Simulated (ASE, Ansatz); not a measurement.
# Generalised stacking fault on (110) of a KCl-RbCl solid solution (80 atoms): a single point

What does DFT give for generalised stacking fault on (110) of a KCl-RbCl solid solution (80 atoms) as built?

Calculated with Ansatz 0.2.0; Kohn-Sham DFT, PBE, PAW (set soft_2), plane waves.

## 1. The starting structure

The cell holds 80 atoms: 13 Rb, 40 Cl and 27 K. Its edges and angles: a = 7.339 Å, b = 10.379 Å, c = 26.113 Å, α = 90.0°, β = 86.0°, γ = 90.0°. It derives from KCl and RbCl. CsCl-type KCl lattice (a = 3.6697 Å, the value set for the mixture), cell with z along [110], 2 x 2 x 5 periods; the third cell vector is tilted by 0.500 of [001] and lengthened by 0.1 Å, so the cell holds one fault; displaced by a Gaussian of 0.01 Å; 13 of 40 K sites given to Rb at random (lattice constant by Vegard's rule between KCl and RbCl).

Limits known from the start: The host structure and its lattice constant were typed by rule, without a check against the phase diagram.

## 2. Plane-wave single point

The electrons are solved once, with the atoms held.

input.yaml

```yaml
crystal:
  lattice:
    - [7.3394, 0.0, 0.0]
    - [0.0, 10.37948, 0.0]
    - [1.83485, 0.0, 26.0487]
  atoms:
    - { symbol: Rb, position: [0.75024, 0.00092, 0.99566] }
    - { symbol: Cl, position: [0.22457, 0.00062, 0.09925] }
    - { symbol: K, position: [0.25159, 0.99894, 0.99608] }
    - { symbol: Cl, position: [0.72647, 0.9991, 0.09992] }
    - { symbol: K, position: [0.74869, 0.49869, 0.99572] }
    - { symbol: Cl, position: [0.22666, 0.49817, 0.09923] }
    - { symbol: K, position: [0.24853, 0.49943, 0.99551] }
    - { symbol: Cl, position: [0.72815, 0.49891, 0.09929] }
    - { symbol: K, position: [0.97671, 0.25071, 0.09866] }
    - { symbol: Cl, position: [0.20152, 0.24935, 0.19882] }
    - { symbol: Rb, position: [0.47521, 0.24975, 0.0991] }
    - { symbol: Cl, position: [0.70188, 0.24953, 0.19853] }
    - { symbol: K, position: [0.95228, 0.99888, 0.19899] }
    - { symbol: Cl, position: [0.17611, 0.00132, 0.29812] }
    - { symbol: Rb, position: [0.45009, 0.00078, 0.19902] }
    - { symbol: Cl, position: [0.67573, 0.99887, 0.29884] }
    - { symbol: K, position: [0.97378, 0.74814, 0.09963] }
    - { symbol: Cl, position: [0.1992, 0.75033, 0.19914] }
    - { symbol: K, position: [0.47671, 0.75142, 0.09866] }
    - { symbol: Cl, position: [0.70144, 0.74958, 0.1989] }
    - { symbol: K, position: [0.94998, 0.50196, 0.19937] }
    - { symbol: Cl, position: [0.17515, 0.49997, 0.29846] }
    - { symbol: K, position: [0.45032, 0.50155, 0.19845] }
    - { symbol: Cl, position: [0.6761, 0.49973, 0.29901] }
    - { symbol: K, position: [0.92371, 0.24855, 0.29879] }
    - { symbol: Cl, position: [0.14991, 0.25023, 0.39814] }
    - { symbol: K, position: [0.42662, 0.24952, 0.29866] }
    - { symbol: Cl, position: [0.64811, 0.25172, 0.39778] }
    - { symbol: Rb, position: [0.89782, 0.99859, 0.39799] }
    - { symbol: Cl, position: [0.12532, 0.00269, 0.49788] }
    - { symbol: Rb, position: [0.39738, 0.00218, 0.39826] }
    - { symbol: Cl, position: [0.62589, 0.99894, 0.49801] }
    - { symbol: K, position: [0.92542, 0.74991, 0.29759] }
    - { symbol: Cl, position: [0.14876, 0.75149, 0.3978] }
    - { symbol: Rb, position: [0.4254, 0.75012, 0.2985] }
    - { symbol: Cl, position: [0.65075, 0.7496, 0.39834] }
    - { symbol: K, position: [0.90112, 0.50076, 0.39757] }
    - { symbol: Cl, position: [0.12294, 0.49905, 0.49769] }
    - { symbol: K, position: [0.40129, 0.49924, 0.39807] }
    - { symbol: Cl, position: [0.62476, 0.50026, 0.49752] }
    - { symbol: Rb, position: [0.87584, 0.24981, 0.49807] }
    - { symbol: Cl, position: [0.09927, 0.24918, 0.5978] }
    - { symbol: K, position: [0.3763, 0.25017, 0.49754] }
    - { symbol: Cl, position: [0.60166, 0.24835, 0.59776] }
    - { symbol: K, position: [0.85147, 0.99892, 0.59714] }
    - { symbol: Cl, position: [0.07744, 0.99979, 0.6969] }
    - { symbol: K, position: [0.35405, 0.99889, 0.59774] }
    - { symbol: Cl, position: [0.57409, 0.00089, 0.6967] }
    - { symbol: K, position: [0.87734, 0.75044, 0.49765] }
    - { symbol: Cl, position: [0.10015, 0.74896, 0.59783] }
    - { symbol: K, position: [0.37821, 0.75048, 0.49779] }
    - { symbol: Cl, position: [0.59993, 0.74877, 0.59786] }
    - { symbol: K, position: [0.85041, 0.49884, 0.59711] }
    - { symbol: Cl, position: [0.07554, 0.4991, 0.69631] }
    - { symbol: Rb, position: [0.35084, 0.49942, 0.59705] }
    - { symbol: Cl, position: [0.57493, 0.50057, 0.69699] }
    - { symbol: Rb, position: [0.82638, 0.25001, 0.69702] }
    - { symbol: Cl, position: [0.04894, 0.24898, 0.79682] }
    - { symbol: K, position: [0.32558, 0.24964, 0.69698] }
    - { symbol: Cl, position: [0.55212, 0.25107, 0.79683] }
    - { symbol: K, position: [0.80206, 0.00029, 0.79629] }
    - { symbol: Cl, position: [0.02515, 0.9996, 0.89657] }
    - { symbol: K, position: [0.30221, 0.00109, 0.79594] }
    - { symbol: Cl, position: [0.52676, 0.00119, 0.896] }
    - { symbol: Rb, position: [0.82386, 0.74889, 0.69675] }
    - { symbol: Cl, position: [0.04785, 0.74988, 0.79577] }
    - { symbol: K, position: [0.32781, 0.74961, 0.69764] }
    - { symbol: Cl, position: [0.55127, 0.74917, 0.79655] }
    - { symbol: Rb, position: [0.79991, 0.50013, 0.79658] }
    - { symbol: Cl, position: [0.02781, 0.50137, 0.89549] }
    - { symbol: Rb, position: [0.30243, 0.50019, 0.79643] }
    - { symbol: Cl, position: [0.52794, 0.49923, 0.89666] }
    - { symbol: K, position: [0.7742, 0.24854, 0.89646] }
    - { symbol: Cl, position: [0.00198, 0.24951, 0.99587] }
    - { symbol: K, position: [0.27701, 0.24925, 0.89615] }
    - { symbol: Cl, position: [0.50016, 0.2492, 0.99604] }
    - { symbol: K, position: [0.77702, 0.74971, 0.89558] }
    - { symbol: Cl, position: [7.0e-05, 0.74949, 0.99572] }
    - { symbol: Rb, position: [0.27753, 0.75033, 0.89632] }
    - { symbol: Cl, position: [0.50337, 0.75161, 0.99571] }
kpoints:
  mp_grid: { grid: [2, 1, 1] }
hamiltonian:
  xc: pbe
scf:
  occupations: { method: gaussian, width: 0.025 }
output:
  forces: true
  stress: true
  populations: true
  dos:
    method: { smearing: { sigma: 0.15 } }
    de: 0.1
    projected: { site_lists: { Cl: [Cl], K: [K], Rb: [Rb] } }
  eigenvalues: true
  write_density: true
  write_potential: true
  volumetric_format: npy
```

The run is started by

```console
ansatz run input.yaml --threads 8 --pin off --max-ram 15872MiB --backend cpu --events-out ev --progress --plain --runs-dir out
```

Numbers of over 12 decimals in the logs are rounded to 6 here.

What it wrote:

```text
Engine: ansatz 0.2.0, aarch64-unknown-linux-gnu
Pseudopotentials: kind: paw
Pseudopotential: Rb, paw, valence charge 9, recommended cutoff 420 eV (normal), Rb.paw.azcp
Pseudopotential: Cl, paw, valence charge 7, recommended cutoff 420 eV (normal), Cl.paw.azcp
Pseudopotential: K, paw, valence charge 9, recommended cutoff 420 eV (normal), K.paw.azcp
[... 5 lines on functional and potentials left out ...]
Crystal: 80 atoms, lattice volume = 1984.368 Å³
Basis set: ecut = 420 eV, 38807 PW (Γ), exchange–correlation on 100×144×360 points (8 copies of the dense FFT grid, shifted against one another)
Bands: 400, of which v1, the nominal top of the filled ones, is band 320 counted from 1 (319 counted from 0)
Symmetry: 1 space group operations
Space group: P1 (ITA 1), of the structure as read, at distance tolerance 1.3e-4 Å
k-points: 2
[... 7 lines on functional and potentials left out ...]
Initial density: superposition of atomic densities (neutral atoms: chi_scale 0, normalization atom), corrected by the library's trained network
Initial wavefunctions: pseudopotential atomic-orbital guess
Functional: x = pbe(κ = 0.804, μ = 0.219515), c = pbe(β = 0.066725)
SCF iter   1: F=—  HF=-127320.149843 eV  |F-HF|=—  |Δ(HF+E_count)|=         —  Δρ=4.09e-4  dr2=1.42e-2  ethr=1.77e-3  ⟨swp⟩=12.0  Hψ=4848  notcnv=0  defer=36
preconditioner: auto → Resta (q_TF=auto, 2.259 Å⁻¹)  ε∞=2.9  [insulator: Δε(μ)=5.499 eV  Ē_g=14.316 eV  σ=0.025 eV  W_gap=1.00  n_scr=398 (ndim 8)  ℏωp=19.7 eV  f_vac=0.003  D(μ)=0.00/eV (n_scr^D=0)  ε∞_Penn≈2.9]
SCF iter   2: F=—  HF=-127320.123366 eV  |F-HF|=—  |Δ(HF+E_count)|=   2.65e-2  Δρ=2.26e-4  dr2=3.66e-3  ethr=2.22e-6  ⟨swp⟩=3.0  Hψ=1391  notcnv=0  defer=89
SCF iter   3: F=—  HF=-127320.122082 eV  |F-HF|=—  |Δ(HF+E_count)|=   1.28e-3  Δρ=1.03e-4  dr2=3.36e-4  ethr=5.72e-7  ⟨swp⟩=2.0  Hψ=1138  notcnv=0  defer=89
SCF iter   4: F=—  HF=-127320.122004 eV  |F-HF|=—  |Δ(HF+E_count)|=   7.78e-5  Δρ=3.74e-5  dr2=3.13e-5  ethr=5.25e-8  ⟨swp⟩=3.0  Hψ=1134  notcnv=0  defer=89
SCF iter   5: F=—  HF=-127320.120594 eV  |F-HF|=—  |Δ(HF+E_count)|=   1.41e-3  Δρ=8.03e-6  dr2=1.25e-6  ethr=4.90e-9  ⟨swp⟩=2.0  Hψ=1398  notcnv=0  defer=130
SCF iter   6: F=—  HF=-127320.120595 eV  |F-HF|=—  |Δ(HF+E_count)|=   8.65e-7  Δρ=2.29e-6  dr2=1.46e-7  ethr=1.95e-10  ⟨swp⟩=2.0  Hψ=1217  notcnv=0  defer=130
SCF iter   7: F=-127320.120595 eV  HF=-127320.120595 eV  |F-HF|=4.37e-10  |Δ(HF+E_count)|=   3.35e-9  Δρ=7.68e-7  dr2=8.75e-9  ethr=1.56e-11  ⟨swp⟩=18.0  Hψ=6611  notcnv=0
SCF 1 converged in 7 iterations: F = -127320.120595 eV  dr2 = 8.75e-9
  greatest PAW one-centre occupation: 0.988 electrons in one spin orbital (limit 2), on the K atom at site 8 (counted from 0), in its partial waves of l = 0
SCF converged after 7 iterations
Free energy (F): -127320.120595 eV
Harris-Foulkes:  -127320.120595 eV  (|F-HF|=4.37e-10)
Internal energy: -127320.120595 eV  (E = F + TS)
E sigma→0 (E₀):  -127320.120595 eV
Fermi energy:    6.414926 eV
--- Per-component energies (eV) ---
  E_band       = -3488.007022
  E_kinetic    = 15945.221125
  E_local      = -27233.201807  (includes V_loc(G=0)·N_el)
  E_nonlocal   = 3740.169815
  E_hartree    = 8209.133063
  E_xc         = -9711.549059
  E_vxc        = -11218.936968  (∫ρ·V_xc dr)
  E_paw        = -81520.704054  (= ΣΔE_a)
  E_vpaw       = -1139.521491  (= ΣTr[D̂ρ^β])
  E_aug_tail   = 0.003472  (compensation charges beyond the density's cutoff)
  E_ewald      = -36749.193149
  E_smearing   = -0.000000  (= −TS)
  E_closure    = 0.000000  (closes the sum)
  Σ components = -127320.120595   (vs F -127320.120595, Δ=0.00e0)
--- Forces (eV/Å), atoms counted from 1 ---
  atom   1  Rb     0.03785547    -0.02551682    -1.23767479
  atom   2  Cl    -0.16536854    -0.16095368     0.65389571
  atom   3  K     -0.02797301     0.00061542    -0.92889226
  atom   4  Cl     0.17769206    -0.12607616     1.22214486
  atom   5  K      0.02475755     0.03185675    -0.88933648
  atom   6  Cl    -0.07246328     0.19590975     0.73435607
  atom   7  K      0.00508819     0.02480178    -0.85318800
  atom   8  Cl     0.05748862     0.15343544     0.74514661
  atom   9  K     -0.00368956    -0.01072313     1.02586680
  atom  10  Cl    -0.21027271     0.17114492     0.14410193
  atom  11  Rb     0.03083856     0.01031381     1.46132780
  atom  12  Cl     0.18445306     0.15032187     0.16144502
  atom  13  K     -0.03131249     0.04893346    -0.00733633
  atom  14  Cl    -0.19976578     0.09067088    -0.08482374
[...]
atom  79  Rb    -0.02580293     0.02457798    -0.02083505
  atom  80  Cl    -0.03738192    -0.17578825    -0.69519630
  max |Σ_I F_I| component: 4.01e-5 eV/Å
--- Stress (GPa, compression-positive) ---
        5.184462       0.007831       0.004343
        0.007831       4.668084      -0.003080
        0.004343      -0.003080       6.600025
  P = ⅓ Tr σ = 5.4842 GPa (54.842 kbar)
--- Band table (eV) ---
  k-point 0: bands = ["-24.1640", "-24.1626", "-24.1588", "-24.1551", [... 384 levels ...], "12.0823", "12.0922", "12.1375", "12.2189", "12.2344", "12.2463", "12.2625", "12.2735", "12.2842", "12.2895", "12.3110", "12.3213"]
  k-point 1: bands = ["-24.1633", "-24.1611", "-24.1565", "-24.1501", [... 384 levels ...], "12.1030", "12.1083", "12.1478", "12.1669", "12.2051", "12.2362", "12.2484", "12.2662", "12.2864", "12.3018", "12.3374", "12.3427"]
--- Löwdin populations: 80 sites ---
  site symbol       q [e]
     0     Rb      8.1931
     1     Cl      7.6979
     2      K      8.2458
[...]
79     Cl      7.6989
  spilling = 0.004386 (of n_electrons = 640.000000)
```

Run time: 41 s. Hardware: 8 threads of Arm Neoverse V2, shared host; peak memory 6.8 GiB.

Reading the cycles: dr2 is the Hartree energy of the density residual (eV), the measure of convergence; HF is the Harris–Foulkes estimate of the energy, which meets the free energy F at convergence.

Read from the output:

```yaml
free_energy: -127320.1206 eV
free_energy_per_atom: -1591.5015 eV/atom
scf_cycles: 7
pressure: 5.484 GPa
r_m_s_force_component: 0.2741 eV/Å
longest_force: 1.581 eV/Å
fermi_energy: 6.415 eV
spacing_of_highest_filled_and_lowest_empty_level: 5.502 eV
spilling_of_the_projection: 0.004386
```

Neighbours are counted within 3.62 Å (Cl-K), 3.62 Å (Cl-Rb).

Length of the force by element and coordination:

```csv
element,coordination,atoms,mean length of the force (eV/Å),spread,least,most
Cl,all,40,0.368,0.308,0.123,1.58
Cl,7,8,0.905,0.312,0.606,1.58
Cl,8,32,0.234,0.067,0.123,0.358
K,all,27,0.239,0.363,0.0072,1.03
K,7,6,0.915,0.0674,0.826,1.03
K,8,21,0.0455,0.0209,0.0072,0.089
Rb,all,13,0.251,0.471,0.0237,1.46
Rb,7,2,1.35,0.112,1.24,1.46
Rb,8,11,0.0513,0.0174,0.0237,0.0768
```

Löwdin charges by element and coordination (they lack the spilled electrons, 0.035 e an atom on average):

```csv
element,coordination,atoms,mean charge (e),spread,least,most
Cl,all,40,-0.699,8.0e-4,-0.701,-0.698
Cl,7,8,-0.699,0.001,-0.701,-0.698
Cl,8,32,-0.699,6.0e-4,-0.701,-0.698
K,all,27,0.756,0.0066,0.742,0.767
K,7,6,0.762,0.0045,0.754,0.767
K,8,21,0.754,0.0062,0.742,0.763
Rb,all,13,0.797,0.0058,0.787,0.807
Rb,7,2,0.805,0.0018,0.803,0.807
Rb,8,11,0.796,0.0051,0.787,0.804
```

Density of states as counts of states in windows of 1 eV (from the Fermi level), total and the larger projections:

```csv
from (eV),to (eV),total,Cl p,K s
-10,-6,0.0,0.0,0.0
-6,-5,0.2,0.2,0.0
-5,-4,74.7,69.1,2.4
-4,-3,138.4,133.2,0.9
-3,-2,26.7,26.3,0.0
-2,2,0.0,0.0,0.0
2,3,1.0,0.0,0.6
3,4,15.8,0.2,4.0
4,5,61.2,1.4,12.1
```

Between -26 and -10 eV lie 320 more states.

The stored curve holds about 560 of the 640 electrons; the rest, give or take the few that broadening carries across the Fermi level, lie in deeper levels below its range.

The levels nearest the highest filled one (over half full), pooled over k-points and spins:

```csv
level less the highest filled one (eV),occupation
-0.104,2
-0.0862,2
-0.0367,2
-0.036,2
-0.0144,2
0,2
5.50,0
5.95,0
6.07,0
6.17,0
6.26,0
6.30,0
```

Electrostatic potential energy in the ca plane at fractional y = 0.000, with atoms of Rb and Cl and K within 0.2 Å of it. With pseudopotentials it is smooth inside the atoms' cores, unlike the true potential.

Values in eV, 11 rows by 16 columns, each cell a mean:
```
-50  -8   9   9   4 -19  -1   7   2   7  -1   4   3 -21   5   6
-49  -9   9   9   1 -39 -13   9  10   5 -30 -15   8   8   7 -17
 -6   4   4   3   5 -17  -3   8   9   5 -30 -18   8  10   6 -39
  7   8 -20 -29   7   6   7  -2 -13   7  -1   2   7   3   7 -21
  4   7 -16 -29   8   7   8 -16 -41   5   7   8  -4 -35   3   5
-32   0   6   4   7  -3   4  -1 -17   7   6   7  -4 -40   2   7
-51 -13   9   9   2 -35 -10   8   8   6 -16  -4   7   0   7   1
-30  -2   8   9   3 -32 -11   9  10   4 -36 -20   8  10   7 -23
  4   7  -7 -11   7   0   4   6   3   7 -15  -8   8   9   7 -24
  7   8 -23 -35   7   7   8 -12 -33   6   6   6   3 -14   6   0
 -7   5  -4 -12   8   5   7 -10 -35   6   7   8  -7 -45   0   7
```
Columns run along c (16.0 Å, from fractional 0.39 to 1.00 of the cell; values clipped at the 3rd and 97th percentile), rows up along a (7.3 Å). Atoms in or near the plane, at fractional coordinates: Rb at (0.00, 0.75), K at (0.00, 0.25), Rb at (0.40, 0.90), Cl at (0.50, 0.13), Rb at (0.40, 0.40), Cl at (0.50, 0.63), K at (0.60, 0.85), Cl at (0.70, 0.08), K at (0.60, 0.35), Cl at (0.70, 0.57), K at (0.80, 0.80), Cl at (0.90, 0.03), K at (0.80, 0.30), Cl at (0.90, 0.53).

(Part 1 of 2 ends here.)

[Logs are printed without paths, hosts, clocks, repeated set-up lines and the standing remarks that a program may print on its own settings, such as how far it seeks lower states.]

[Hosts, paths, dates, database ids (printed as entryN), source tags and the programs' standing remarks are cut or masked in the printed files.]
